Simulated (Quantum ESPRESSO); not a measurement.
CuO:

```
CELL_PARAMETERS angstrom
2.55255 0.00000 0.00000
0.00000 2.55255 0.00000
0.00000 0.00000 2.55255
ATOMIC_POSITIONS crystal
Cu 0.00000 0.00000 0.00000
O 0.50000 0.50000 0.50000
```

Measurements of this composition are mostly on another form, of space group No. 15.

* Program: Quantum ESPRESSO 7.5
* Task: phonons
* Functional: vdW-DF2
* Potentials or basis: SSSP 1.3 efficiency PBE
* Cutoff: 748 eV
* Density cutoff: 5987 eV
* k mesh: 8 × 8 × 8, shifted
* Occupations: cold, width 0.2 eV
* Spin: no spin polarisation
* Mixing beta: 0.5
* Most SCF iterations: 120
* SCF threshold: 4e-10 Ry

At Γ the optical frequencies are 267 267 267 cm⁻¹, at a pressure of 37.5 GPa.

Question: How do the modes respond when the cell is scaled evenly, at fixed shape?

Answer: The highest mode has a Grüneisen parameter of 3.75 and moves by +3.3 cm⁻¹ per GPa. None of the listed modes softens on compression. The pressures give a bulk modulus of about 303 GPa.

Frequencies at 99 % and 101 % of the volume (pressures 40.6 and 34.6 GPa), ions relaxed:
| mode | 99 % (cm⁻¹) | 101 % (cm⁻¹) | Grüneisen parameter |
| --- | --- | --- | --- |
| 4 | 276.3 | 256.3 | 3.75 |
| 5 | 276.3 | 256.3 | 3.75 |
| 6 | 276.3 | 256.3 | 3.75 |

Modes are matched by their order; those that don't vary smoothly over the three volumes are left out.

Caveat: the mesh is thin for the phonons of a metal; the potentials were made for another functional, which shifts forces and pressure; the cell is more than 3 GPa from zero pressure, which shifts response properties; a pressure of tens of GPa on the cell as given is suspect, and the run, the potentials or the cell itself is likely at fault; before the sum rule the acoustic modes lie tens of cm⁻¹ from zero, a sign that the density grid also shifts the optical modes; an odd number of electrons without spin polarisation forces a metal; a magnetic or distorted state may lie lower; the run has no spin polarisation, though such a crystal can be magnetic.
